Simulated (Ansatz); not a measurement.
Geometry optimisation in Ansatz: input, command and trajectory.

```yaml
crystal:
  lattice:
    - [2.9892485552, 1.725843458, 2.451790378]
    - [-2.9892485552, 1.725843458, 2.451790378]
    - [0.0, -3.2131503632, 2.2838817538]
  atoms:
    - { symbol: Ba, position: [0.009076301, 0.009076301, -0.0057768397] }
    - { symbol: Ti, position: [0.5236203047, 0.5236203047, 0.494223856] }
    - { symbol: O, position: [0.4903899638, 0.9687167635, 0.4942182083] }
    - { symbol: O, position: [0.479297667, 0.479297667, 0.9942175671] }
    - { symbol: O, position: [0.9687167635, 0.4903899638, 0.4942182083] }
basis:
  ecutwfc: 420
kpoints:
  mp_grid: { grid: [6, 6, 6] }
hamiltonian:
  xc: pbe
  hubbard: { sites: [{ species: Ti, l: d, u_eff: 4.0 }] }
scf:
  occupations: { method: gaussian, width: 0.02 }
output:
  forces: true
  stress: true
  eigenvalues: true
relax:
  adjacent_minimum: "off"
  f_tol: 0.008
  max_steps: 40
  cell: { stress_tol: 0.015, fix: [a, b, gamma] }
```

```bash
ansatz run input.yaml --threads 1 --pin off --max-ram 2560MiB --backend cpu --events-out ev --progress --plain --runs-dir out
```

Level of theory: Ansatz 0.2.0, DFT PBE+U, scalar-relativistic, plane waves, PAW.

Of 9 frames 8 are shown, positions in Å and forces in eV/Å; the SCF threshold varies from step to step. Steps run on the plane waves of an earlier cell, with a Pulay correction in the pressure. The basis is chosen afresh for the last frame, the zero of the energies, and at times for earlier ones too; energy and pressure can step there, also at an unchanged geometry. Where two frames share a geometry here, they differ by under 2 meV/atom and 0.3 GPa.

```xyz
5
Lattice="2.9892 1.7258 2.4518 -2.9892 1.7258 2.4518 0.0000 -3.2132 2.2839" Properties=species:S:1:pos:R:3:forces:R:3 pbc="T T T" step=1 free_energy_over_end_meV_per_atom=4.40 pressure_GPa=-5.34
Ba    0.0000    0.0499    0.0313    0.0000    0.0238    0.0387
Ti    0.0000    0.2194    3.6964    0.0000    0.2576    0.3923
O    -1.4298    0.9302    4.7062    0.2950   -0.1328   -0.2072
O     0.0000   -1.5402    4.6209    0.0000   -0.0158   -0.0165
O     1.4298    0.9302    4.7062   -0.2950   -0.1328   -0.2072
5
Lattice="2.9892 1.7384 2.4429 -2.9892 1.7384 2.4429 0.0000 -3.2042 2.2529" Properties=species:S:1:pos:R:3:forces:R:3 pbc="T T T" step=2 free_energy_over_end_meV_per_atom=2.22 pressure_GPa=-3.83
Ba    0.0000    0.0684    0.0567    0.0000   -0.0674   -0.1070
Ti    0.0000    0.2342    3.6687    0.0000    0.3216    0.4249
O    -1.4174    0.9488    4.6735    0.1418   -0.1024   -0.1375
O     0.0000   -1.5266    4.5680    0.0000   -0.0494   -0.0429
O     1.4174    0.9488    4.6735   -0.1418   -0.1024   -0.1375
5
Lattice="2.9892 1.7349 2.4454 -2.9892 1.7349 2.4454 0.0000 -3.1857 2.2467" Properties=species:S:1:pos:R:3:forces:R:3 pbc="T T T" step=3 free_energy_over_end_meV_per_atom=0.36 pressure_GPa=-2.73
Ba    0.0000    0.0614    0.0475    0.0000   -0.0163   -0.0216
Ti    0.0000    0.2480    3.6815    0.0000    0.1803    0.2216
O    -1.4164    0.9542    4.6733    0.1161   -0.0723   -0.0799
O     0.0000   -1.5157    4.5617    0.0000   -0.0193   -0.0402
O     1.4164    0.9542    4.6733   -0.1161   -0.0723   -0.0799
5
Lattice="2.9892 1.7314 2.4479 -2.9892 1.7314 2.4479 0.0000 -3.1878 2.2551" Properties=species:S:1:pos:R:3:forces:R:3 pbc="T T T" step=4 free_energy_over_end_meV_per_atom=-0.35 pressure_GPa=-2.30
Ba    0.0000    0.0643    0.0523    0.0000   -0.0050   -0.0079
Ti    0.0000    0.2525    3.6996    0.0000    0.0137    0.0156
O    -1.4134    0.9445    4.6771    0.0452   -0.0084   -0.0120
O     0.0000   -1.5263    4.5644    0.0000    0.0081    0.0162
O     1.4134    0.9445    4.6771   -0.0452   -0.0084   -0.0120
5
Lattice="2.9892 1.7313 2.4480 -2.9892 1.7313 2.4480 0.0000 -3.1896 2.2566" Properties=species:S:1:pos:R:3:forces:R:3 pbc="T T T" step=5 free_energy_over_end_meV_per_atom=-0.36 pressure_GPa=-2.27
Ba    0.0000    0.0621    0.0489    0.0000    0.0046    0.0062
Ti    0.0000    0.2516    3.7003    0.0000    0.0003   -0.0008
O    -1.4085    0.9444    4.6793   -0.0129   -0.0017   -0.0023
O     0.0000   -1.5279    4.5669    0.0000   -0.0016   -0.0007
O     1.4085    0.9444    4.6793    0.0129   -0.0017   -0.0023
5
Lattice="2.9892 1.7313 2.4480 -2.9892 1.7313 2.4480 0.0000 -3.1894 2.2565" Properties=species:S:1:pos:R:3:forces:R:3 pbc="T T T" step=6 free_energy_over_end_meV_per_atom=-0.37 pressure_GPa=-2.26
Ba    0.0000    0.0632    0.0504    0.0000    0.0004    0.0004
Ti    0.0000    0.2519    3.7004    0.0000   -0.0007   -0.0014
O    -1.4100    0.9438    4.6783    0.0003   -0.0002   -0.0003
O     0.0000   -1.5277    4.5669    0.0000    0.0007    0.0015
O     1.4100    0.9438    4.6783   -0.0003   -0.0002   -0.0003
5
Lattice="2.9892 1.7313 2.4480 -2.9892 1.7313 2.4480 0.0000 -3.1894 2.2565" Properties=species:S:1:pos:R:3:forces:R:3 pbc="T T T" step=7 free_energy_over_end_meV_per_atom=0.00 pressure_GPa=-2.31
Ba    0.0000    0.0632    0.0504    0.0000    0.0004    0.0003
Ti    0.0000    0.2519    3.7004    0.0000   -0.0006   -0.0013
O    -1.4100    0.9438    4.6783    0.0003   -0.0002   -0.0002
O     0.0000   -1.5277    4.5669    0.0000    0.0006    0.0014
O     1.4100    0.9438    4.6783   -0.0003   -0.0002   -0.0002
5
Lattice="2.9892 1.7315 2.4478 -2.9892 1.7315 2.4478 0.0000 -3.1885 2.2554" Properties=species:S:1:pos:R:3:forces:R:3 pbc="T T T" step=9 free_energy_over_end_meV_per_atom=0.00 pressure_GPa=-2.26
Ba    0.0000    0.0633    0.0503    0.0000    0.0000   -0.0001
Ti    0.0000    0.2526    3.6996    0.0000    0.0001    0.0001
O    -1.4100    0.9445    4.6777    0.0000    0.0000    0.0000
O     0.0000   -1.5267    4.5656    0.0000    0.0000    0.0001
O     1.4100    0.9445    4.6777    0.0000    0.0000    0.0000
```

It took 2.2 min on 1 thread of Arm Neoverse V2, on a shared host, peak memory 0.45 GiB.